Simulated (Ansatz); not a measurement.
**BeTe (F-43m): how far a G0W0 gap depends on its settings**

How well converged is a G0W0 gap of BeTe in the zincblende structure?

Code: Ansatz 0.2.0. G0W0, plane waves. Spin-unpolarised throughout; all numbers are computed.

## Step 1: The structure to begin with

The cell was relaxed beforehand with r2SCAN.

The symmetry is F-43m (No. 216, cubic); conventional cell a = 5.657 Å, 22.63 Å³ an atom. Around Be lie 4 Te at 2.45 Å; around Te lie 4 Be at 2.45 Å.

Structure file:

```cif
data_structure
_symmetry_space_group_name_H-M 'P 1'
_symmetry_Int_Tables_number 1
_cell_length_a 4.0003
_cell_length_b 4.0003
_cell_length_c 4.0003
_cell_angle_alpha 60.000
_cell_angle_beta 60.000
_cell_angle_gamma 60.000
_cell_volume 45.26
loop_
_atom_site_label
_atom_site_type_symbol
_atom_site_fract_x
_atom_site_fract_y
_atom_site_fract_z
_atom_site_occupancy
Be1 Be 0.00000 0.00000 0.00000 1
Te1 Te 0.25000 0.25000 0.25000 1
```

## Step 2: 102 empty bands, 100 eV

Contents of input.yaml:

```yaml
crystal:
  lattice:
    - [0.0, 2.8286236255, 2.8286236255]
    - [2.8286236255, 0.0, 2.8286236255]
    - [2.8286236255, 2.8286236255, 0.0]
  atoms:
    - { symbol: Be, position: [0.0, 0.0, 0.0] }
    - { symbol: Te, position: [0.25, 0.25, 0.25] }
kpoints:
  mp_grid: { grid: [6, 6, 6] }
hamiltonian:
  xc: pbe
scf:
  occupations: { method: fixed }
gw:
  n_empty_bands: 102
  ecut_chi: 100
  qp_bands: [v2, c2]
  qp_kpoints: band_edges
  screening: { model: contour_deformation }
```

## Step 3: 248 empty bands, 180 eV

input.yaml, as its differences from that of step 2:

```diff
@@ -15,4 +15,4 @@
 gw:
-  n_empty_bands: 102
-  ecut_chi: 100
+  n_empty_bands: 248
+  ecut_chi: 180
   qp_bands: [v2, c2]
```

## Step 4: 481 empty bands, 260 eV

input.yaml, as its differences from that of step 3:

```diff
@@ -15,4 +15,4 @@
 gw:
-  n_empty_bands: 248
-  ecut_chi: 180
+  n_empty_bands: 481
+  ecut_chi: 260
   qp_bands: [v2, c2]
```

## Step 5: Starting from HSE06

input.yaml, as its differences from that of step 4:

```diff
@@ -11,3 +11,3 @@
 hamiltonian:
-  xc: pbe
+  xc: hse06
 scf:
@@ -15,4 +15,4 @@
 gw:
-  n_empty_bands: 481
-  ecut_chi: 260
+  n_empty_bands: 248
+  ecut_chi: 180
   qp_bands: [v2, c2]
```

## Step 6: Starting from r2SCAN

input.yaml, as its differences from that of step 5:

```diff
@@ -11,3 +11,3 @@
 hamiltonian:
-  xc: hse06
+  xc: r2scan
 scf:
```

## Step 7: Starting from PBE0

input.yaml, as its differences from that of step 6:

```diff
@@ -11,3 +11,3 @@
 hamiltonian:
-  xc: r2scan
+  xc: pbe0
 scf:
```

## Step 8: A plasmon pole in place of the full frequency dependence

input.yaml, as its differences from that of step 7:

```diff
@@ -11,3 +11,3 @@
 hamiltonian:
-  xc: pbe0
+  xc: pbe
 scf:
@@ -19,2 +19,2 @@
   qp_kpoints: band_edges
-  screening: { model: contour_deformation }
+  screening: { model: godby_needs }
```

## Step 9: A finer mesh, 8×8×8

input.yaml, as its differences from that of step 8:

```diff
@@ -9,3 +9,3 @@
 kpoints:
-  mp_grid: { grid: [6, 6, 6] }
+  mp_grid: { grid: [8, 8, 8] }
 hamiltonian:
@@ -15,6 +15,6 @@
 gw:
-  n_empty_bands: 248
-  ecut_chi: 180
+  n_empty_bands: 73
+  ecut_chi: 80
   qp_bands: [v2, c2]
   qp_kpoints: band_edges
-  screening: { model: godby_needs }
+  screening: { model: contour_deformation }
```

## Step 10: Norm-conserving pseudopotentials

input.yaml, as its differences from that of step 9:

```diff
@@ -9,5 +9,6 @@
 kpoints:
-  mp_grid: { grid: [8, 8, 8] }
+  mp_grid: { grid: [6, 6, 6] }
 hamiltonian:
   xc: pbe
+  pseudopotentials: { kind: nc }
 scf:
@@ -15,4 +16,4 @@
 gw:
-  n_empty_bands: 73
-  ecut_chi: 80
+  n_empty_bands: 248
+  ecut_chi: 180
   qp_bands: [v2, c2]
```

Q: Predict the outcome of this session. Wanted: for each run, start; potentials; frequencies; empty bands; cutoff; Kohn-Sham gap; G0W0 gap.

**Answer**, as computed:

| start | potentials | frequencies | empty bands | cutoff (eV) | mesh | Kohn-Sham gap (eV) | G0W0 gap (eV) |
| --- | --- | --- | --- | --- | --- | --- | --- |
| PBE | PAW | full | 102 | 100 | 6×6×6 | 2.02 | 2.78 |
| PBE | PAW | full | 248 | 180 | 6×6×6 | 2.02 | 2.89 |
| PBE | PAW | full | 481 | 260 | 6×6×6 | 2.02 | 2.94 |
| HSE06 | PAW | full | 248 | 180 | 6×6×6 | 2.69 | 3.18 |
| r2SCAN | PAW | full | 248 | 180 | 6×6×6 | 2.37 | 3.08 |
| PBE0 | PAW | full | 248 | 180 | 6×6×6 | 3.35 | 3.35 |
| PBE | PAW | pole | 248 | 180 | 6×6×6 | 2.02 | 2.86 |
| PBE | PAW | full | 73 | 80 | 8×8×8 | 2.02 | 2.71 |
| PBE | NC | full | 248 | 180 | 6×6×6 | 2.02 | 2.86 |

Gaps are those on each run's own mesh.

With bands and cutoff raised together, from 102 bands at 100 eV to 481 at 260 eV, the gap moves by +0.16 eV, and on the last rung by +0.04 eV; extrapolated in 1/N from the last two rungs, the limit on this k mesh would lie near 3.0 eV. The starting point matters: against PBE, HSE06 gives +0.29 eV, r2SCAN gives +0.18 eV, PBE0 gives +0.45 eV. The plasmon pole changes the gap by -0.032 eV. Norm-conserving potentials change it by -0.037 eV. Spin-orbit coupling is left out.
